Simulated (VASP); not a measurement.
**NaI: single point with VASP**

System: NaI (rock salt type, first atom moved by 0.06 Å along [111]), 2 atoms in the cell.

VASP input. INCAR
```
ISMEAR = -1
SIGMA = 0.05
ISIF = 2
LHFCALC = .TRUE.
GGA = PE
HFSCREEN = 0.20787
NBANDS = 11
LASPH = .TRUE.
LMAXMIX = 4
NELM = 60
LREAL = .FALSE.
EDIFF = 1E-5
ALGO = Normal
PREC = Normal
PRECFOCK = Fast
ISTART = 1
```

KPOINTS
```
mesh
0
Gamma
4 4 4
0 0 0
```

POSCAR
```
NaI
1.0
     0.000000    3.265000    3.265000
     3.265000    0.000000    3.265000
     3.265000    3.265000    0.000000
Na I
1 1
Direct
  0.005305 0.005305 0.005305
  0.500000 0.500000 0.500000
```

Potentials (PBE.64), in the order of POSCAR: Na_pv I

The WAVECAR comes from an earlier, cheaper step on the same cell.

What the run gave

```yaml
Plane-wave_cutoff_used: 260 eV
Pressure: -0.98 GPa
Free_energy_TOTEN: -6.2439 eV
Energy_σ→0: -6.2439 eV
Smearing_term_TS: 0.0 meV/atom
Gap_on_the_mesh: 4.58 eV
Valence_electrons: 14
Irreducible_k-points: 13
Command: vasp_std
Hardware: 1 core of an Intel Xeon Platinum 8488C, shared host
Wall_time: about 32 s (this step alone, after a cheaper pre-step)
Peak_memory: 0.22 GiB
```

| atom | Fx (eV/Å) | Fy (eV/Å) | Fz (eV/Å) |
| --- | --- | --- | --- |
| Na1 | -0.025 | -0.025 | -0.025 |
| I2 | 0.025 | 0.025 | 0.025 |

Stress in kB (compression positive), XX YY ZZ XY YZ ZX:
```
-9.82  -9.82  -9.82  -0.24  -0.24  -0.24
```

VASP prints the stress at a fixed plane-wave basis, so it holds the Pulay stress of this cutoff.

A gap read on the mesh is an upper bound of this method's gap, since the mesh can miss a band edge. Spin–orbit coupling is left out; with heavy elements it can shift the gap and split levels by tenths of an eV. At or near VASP's default cutoff a basis error can pull the printed pressure down, by about 1 GPa or less for soft potentials and by 10 GPa or more for hard ones such as O, N and F, so even its sign can be wrong. Potentials made with PBE were used with another functional.
